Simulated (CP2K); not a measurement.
## CdI2: one setting at a time in CP2K

Simulated with CP2K 2026.2. This is a test of settings. The cell was built from a prototype and was relaxed with r2SCAN+rVV10 in plane waves (Ansatz 0.2.0). Not every such cell is a known phase. All runs are without spin polarisation.

Space group P-3m1 (No. 164), trigonal; conventional cell a = 4.247 Å, c = 6.895 Å, 35.90 Å³ an atom. Cd is surrounded by 6 I at 2.99 Å; I is surrounded by 3 Cd at 2.99 Å.

The base run uses PBE in the SZV-MOLOPT-SR basis.

```
&GLOBAL
 PROJECT run
 RUN_TYPE ENERGY_FORCE
 PRINT_LEVEL LOW
&END GLOBAL
&FORCE_EVAL
 METHOD QS
 STRESS_TENSOR ANALYTICAL
 &DFT
  BASIS_SET_FILE_NAME BASIS_MOLOPT
  POTENTIAL_FILE_NAME GTH_POTENTIALS
  &QS
   EXTRAPOLATION USE_GUESS
  &END QS
  &MGRID
   CUTOFF 350
   REL_CUTOFF 50
  &END MGRID
  &XC
   &XC_FUNCTIONAL PBE
   &END XC_FUNCTIONAL
  &END XC
  &KPOINTS
   SCHEME MONKHORST-PACK 5 5 3
   SYMMETRY F
   FULL_GRID F
  &END KPOINTS
  &SCF
   ADDED_MOS 9
   EPS_SCF 1e-6
   MAX_SCF 80
   &DIAGONALIZATION
   &END DIAGONALIZATION
   &MIXING
    METHOD BROYDEN_MIXING
    ALPHA 0.3
   &END MIXING
   &SMEAR
    METHOD FERMI_DIRAC
    ELECTRONIC_TEMPERATURE [K] 232
   &END SMEAR
   &PRINT
    &ITERATION_INFO
    &END ITERATION_INFO
   &END PRINT
  &END SCF
  &PRINT
   &BAND_STRUCTURE
    FILE_NAME bands.bs
    ADDED_MOS 6
    &KPOINT_SET
     UNITS B_VECTOR
     SPECIAL_POINT 0.00000000 0.00000000 0.00000000
     NPOINTS 0
    &END KPOINT_SET
    &KPOINT_SET
     UNITS B_VECTOR
     SPECIAL_POINT 0.50000000 0.00000000 0.00000000
     NPOINTS 0
    &END KPOINT_SET
    &KPOINT_SET
     UNITS B_VECTOR
     SPECIAL_POINT 0.33333333 0.33333333 0.00000000
     NPOINTS 0
    &END KPOINT_SET
    &KPOINT_SET
     UNITS B_VECTOR
     SPECIAL_POINT 0.00000000 0.00000000 0.50000000
     NPOINTS 0
    &END KPOINT_SET
    &KPOINT_SET
     UNITS B_VECTOR
     SPECIAL_POINT 0.50000000 0.00000000 0.50000000
     NPOINTS 0
    &END KPOINT_SET
    &KPOINT_SET
     UNITS B_VECTOR
     SPECIAL_POINT 0.33333333 0.33333333 0.50000000
     NPOINTS 0
    &END KPOINT_SET
    &KPOINT_SET
     UNITS B_VECTOR
     SPECIAL_POINT -0.11979200 0.11979200 0.21354200
     NPOINTS 0
    &END KPOINT_SET
    &KPOINT_SET
     UNITS B_VECTOR
     SPECIAL_POINT 0.00000000 0.45572900 0.35937500
     NPOINTS 0
    &END KPOINT_SET
   &END BAND_STRUCTURE
  &END PRINT
 &END DFT
 &SUBSYS
  &CELL
   A 4.24700875 0.00000000 0.00000000
   B -2.12350437 3.67801747 0.00000000
   C 0.00000000 0.00000000 6.89502519
  &END CELL
  &COORD
   SCALED
   Cd 0.00000000 0.00000000 0.00000000
   I 0.33333333 0.66666667 0.24939347
   I 0.66666667 0.33333333 0.75060653
  &END COORD
  &KIND Cd
   BASIS_SET SZV-MOLOPT-SR-GTH
   POTENTIAL GTH-PBE
  &END KIND
  &KIND I
   BASIS_SET SZV-MOLOPT-SR-GTH
   POTENTIAL GTH-PBE
  &END KIND
 &END SUBSYS
 &PRINT
  &STRESS_TENSOR
  &END STRESS_TENSOR
  &FORCES
  &END FORCES
 &END PRINT
&END FORCE_EVAL
```

Command: `cp2k.psmp -i run.inp`. It took 3.1 s on 2 threads of Arm Neoverse V1, on a shared host, peak memory 0.24 GiB.

It converged with a gap of 2.88 eV and a pressure of 5.07 GPa (positive in compression). Pressures on CP2K's grid carry noise of some tenths of a GPa.

Each further run moved one setting: KPOINTS (Monkhorst-Pack mesh); REL_CUTOFF (grid cutoff relative to the Gaussians, in Ry); EPS_SCF (SCF threshold); CUTOFF (density grid cutoff in Ry). Changes are from the base run, which isn't itself converged in every setting; energies of another Hamiltonian, functional, basis or charge aren't compared, and those at a high electronic temperature are mostly its entropy term. CP2K's gap is over the listed points.

```csv
setting,how it ended,gap change (eV),energy change (meV/atom),pressure change (GPa),time (s)
KPOINTS = 4x4x4,converged,0.00,-3.4,-0.05,3
REL_CUTOFF = 80,converged,0.00,0.0,0.00,3.5
EPS_SCF = 1e-4,converged,0.00,0.0,0.00,2.6
CUTOFF = 280,converged,0.00,-0.1,0.00,3
KPOINTS = 3x3x3,converged,-0.03,37.0,0.41,2.7
KPOINTS = 1x1x1 (poor on purpose),converged,-1.04,3196.8,20.49,3
```

REL_CUTOFF = 80 changes nothing that matters here. EPS_SCF = 1e-4 changes nothing that matters here. CUTOFF = 280 changes nothing that matters here.

No spin-orbit coupling is included; it can move band edges with weight on the heavy atoms by tenths of an eV.
